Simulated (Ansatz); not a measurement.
**Calculated electric field gradients for Ge3N4 at a changed volume**

The cell is a COD entry, relaxed with PBE at fixed cell and then changed (volume scaled by 0.94, ions relaxed).

```
Ge N
1.0
     0.00000    4.06974    4.06974
     4.06974    0.00000    4.06974
     4.06974    4.06974    0.00000
Ge N
6 8
Cartesian
  1.0174 1.0174 1.0174
  1.0174 3.0523 3.0523
  3.0523 3.0523 1.0174
  3.0523 1.0174 3.0523
  4.0697 4.0697 4.0697
  6.1046 6.1046 6.1046
  7.1850 7.1850 7.1850
  2.9893 5.1501 5.1501
  5.0242 5.0242 7.1850
  5.1501 2.9893 5.1501
  7.1850 5.0242 5.0242
  2.9893 2.9893 2.9893
  5.0242 7.1850 5.0242
  5.1501 5.1501 2.9893
```

Atom numbers follow the list; atoms alike are taken as one site, whose name carries the number of the first.

The numbers come from a DFT calculation in Ansatz (PBE, plane waves and PAW, scalar-relativistic, 420 eV cutoff, Γ-centred 6×6×6 k-points, Fermi–Dirac smearing 0.02 eV).

Conventions: |V_zz| ≥ |V_yy| ≥ |V_xx|, η = (V_xx − V_yy)/V_zz, C_Q = eQV_zz/h.

⁷³Ge: I = 9/2, Q = -196.0 mb; 14N: I = 1, Q = 20.44 mb. Q values from Pyykkö, Mol. Phys. 116, 1328 (2018).

```json
{"site": "Ge1", "atoms (order as listed)": "1, 2, 3, 4", "first shell": "6 N at 1.97 Å", "V_zz (10²¹ V/m²)": "-0.092", "η": "0.00", "C_Q (MHz)": "0.436"}
{"site": "Ge5", "atoms (order as listed)": "5, 6", "first shell": "4 N at 1.87 Å", "V_zz (10²¹ V/m²)": "0.00", "η": "–", "C_Q (MHz)": "0"}
{"site": "N", "atoms (order as listed)": "7, 8, 9, 10, 11, 12, …", "first shell": "4 Ge at 1.87–1.97 Å", "V_zz (10²¹ V/m²)": "4.06", "η": "0.00", "C_Q (MHz)": "2.00"}
```

An axis of threefold or higher order runs through Ge1 and N, so V_zz lies along it and η is zero. Ge5 sits on a cubic site, where every gradient vanishes.

At this changed cell the PBE pressure is 16 GPa.

The relaxation (3 steps) took 3.1 s of wall time (10 s of CPU time) and 0.7 GiB at its peak, on 4 threads of AMD EPYC 9R45 (Zen 5) (x86_64; 16 cores open to the job, memory cap 8.0 GiB, no GPU), a shared host with a load of 0.2 a core.
